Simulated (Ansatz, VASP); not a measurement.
# Two plane-wave programs on GaN

File POSCAR:

```
GaN
1.0
    0.0171492587      2.1256646742      2.1256646742
    2.1256646742      0.0171492587      2.1256646742
    2.1256646742      2.1256646742      0.0171492587
Ga N
1 1
Direct
    0.0000000000      0.0000000000      0.0000000000
    0.5000000000      0.5000000000      0.5000000000
```

The input INCAR.step1:

```
PREC = Accurate ; ENCUT = 520
ISMEAR = 0 ; SIGMA = 0.01
LREAL = F ; LASPH = T
NELM = 100 ; NBANDS = 16
GGA = PE ; ALGO = Normal
EDIFF = 1E-4 ; LWAVE = T
LCHARG = F
```

The input INCAR.step2:

```
PREC = Accurate ; ENCUT = 520
EDIFF = 1E-6 ; ISMEAR = 0
SIGMA = 0.01 ; LREAL = F
LASPH = T ; NELM = 100
ALGO = Normal ; ISIF = 2
LWAVE = F ; LCHARG = F
METAGGA = R2SCAN ; LMIXTAU = T
NBANDS = 16 ; ISTART = 1
```

File KPOINTS:

```
Automatic mesh
0
Gamma
  10 10 10
```

Input for Ansatz:

```yaml
crystal:
  lattice:
    - [0.0171492587, 2.1256646742, 2.1256646742]
    - [2.1256646742, 0.0171492587, 2.1256646742]
    - [2.1256646742, 2.1256646742, 0.0171492587]
  atoms:
    - { symbol: Ga, position: [0.0, 0.0, 0.0] }
    - { symbol: "N", position: [0.5, 0.5, 0.5] }
kpoints:
  mp_grid: { grid: [10, 10, 10] }
  band_path:
    path:
      - [0.0, 0.0, 0.0]
      - [0.5, 0.0, 0.5]
      - [0.625, 0.25, 0.625]
      - [0.375, 0.375, 0.75]
      - [0.5, 0.5, 0.5]
      - [0.5, 0.25, 0.75]
      - [0.1875, 0.1875, 0.375]
    npoints: 1
hamiltonian:
  xc: r2scan
scf:
  occupations: { method: fixed }
  n_extra_bands: 4
output:
  forces: true
  stress: true
  eigenvalues: true
```

Change from the starting cell: shear_111 strain +1.2%.

Alike in both runs: task single point; functional r2SCAN; k mesh 10 × 10 × 10; no spin polarisation.

|  | VASP | Ansatz |
| --- | --- | --- |
| version | VASP 6.6.1 | Ansatz 0.2.0 |
| potentials or method | VASP PAW PBE potentials, release 64 (Ga_d, N) | plane waves, PAW |
| plane-wave cutoff (eV) | 520 | 500 |
| occupations | gaussian, width 0.01 eV | fixed |
| valence electrons in the cell | 18 | 18 |

|  | VASP | Ansatz | Ansatz less VASP |
| --- | --- | --- | --- |
| gap on the k mesh at the Fermi level (eV) | 1.06 | 1.08 | +0.023 |
| pressure (GPa) | -1.6 | -2.9 | -1.25 |
| largest component of the traceless stress (GPa) | 1.91 | 1.89 | -0.015 |

Caveats: the PAW data sets were made with another functional, which shifts forces and pressure a little (VASP). A k mesh can miss the band edges.
